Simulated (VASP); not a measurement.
**VASP 6.6.1 run: ZnSe**

INCAR

```
LDAUU = 8.0 0
IBRION = -1
LWAVE = .FALSE.
LDAU = .TRUE.
LREAL = .FALSE.
LDAUL = 2 -1
NELM = 120
LASPH = .TRUE.
LDAUTYPE = 2
NSW = 0
ISMEAR = -1
GGA = PE
LMAXMIX = 4
SIGMA = 0.02
LCHARG = .FALSE.
ENCUT = 520
LDAUJ = 0 0
ISIF = 2
PREC = Accurate
EDIFF = 1E-7
IVDW = 12
NBANDS = 16
```

KPOINTS

```
KPOINTS created by Atomic Simulation Environment
0
Gamma
8 8 8
0 0 0
```

POSCAR

```
Zn Se
 1.0000000000000000
     0.0000000000000000    2.7191238570000000    2.9618730376000002
     2.7191238570000000    0.0000000000000000    2.9618730376000002
     2.7191238570000000    2.7191238570000000    0.0000000000000000
 Zn  Se
   1   1
Cartesian
  0.0000000000000000  0.0000000000000000  0.0000000000000000
  1.3595619285000000  1.3595619285000000  1.4809365188000001
```

The recommended PBE PAW datasets give the neutral cell 18 valence electrons.

Command

```
mpirun -np 1 vasp_std
```

Question: How does this run end, and what does it give?

Answer: It converged. Results: gap between bands v and c on the k mesh 1.74 eV; least direct gap on the k mesh 1.74 eV; pressure -0.4 GPa. Band v is the last that the valence electrons fill when counted band by band, and c is the next.

OSZICAR

```
N       E                     dE             d eps       ncg     rms          rms(c)
DAV:   1     0.898760739162E+02    0.89876E+02   -0.91609E+03  1888   0.134E+03
DAV:   2     0.482518514036E+00   -0.89394E+02   -0.85021E+02  2152   0.267E+02
DAV:   3    -0.562323305270E+01   -0.61058E+01   -0.60917E+01  2352   0.692E+01
DAV:   4    -0.567089183782E+01   -0.47659E-01   -0.47656E-01  2304   0.653E+00
DAV:   5    -0.567104671551E+01   -0.15488E-03   -0.15488E-03  2432   0.313E-01    0.670E+00
DAV:   6    -0.548910872874E+01    0.18194E+00   -0.29029E-01  2784   0.109E+01    0.461E+00
DAV:   7    -0.547749930554E+01    0.11609E-01   -0.13076E-01  2160   0.296E+00    0.143E+00
DAV:   8    -0.548018015640E+01   -0.26809E-02   -0.11470E-02  2160   0.808E-01    0.402E-01
DAV:   9    -0.548051177712E+01   -0.33162E-03   -0.12740E-03  2264   0.309E-01    0.810E-02
DAV:  10    -0.548053624106E+01   -0.24464E-04   -0.10682E-04  2160   0.135E-01    0.304E-02
DAV:  11    -0.548058140263E+01   -0.45162E-04   -0.56004E-05  2216   0.689E-02    0.159E-02
DAV:  12    -0.548058275305E+01   -0.13504E-05   -0.49261E-06  2520   0.354E-02    0.242E-03
DAV:  13    -0.548058322980E+01   -0.47675E-06   -0.94632E-07  2264   0.663E-03    0.559E-04
DAV:  14    -0.548058326093E+01   -0.31138E-07   -0.89583E-08  1944   0.588E-03
   1 F= -.61531338E+01 E0= -.61531338E+01  d E =-.318620E-10
```

Standard output (part)

```
POSCAR found type information on POSCAR ZnSe
 POSCAR found :  2 types and       2 ions
 LDA part: xc-table for (Slater+PW92), standard interpolation
 POSCAR, INCAR and KPOINTS ok, starting setup
 WAVECAR not read
 entering main loop
```

For comparison, a separate PBE run of the intended cell, on usual settings and not on those above, gives a gap of 1.29 eV on its mesh and a pressure of 5.0 GPa.
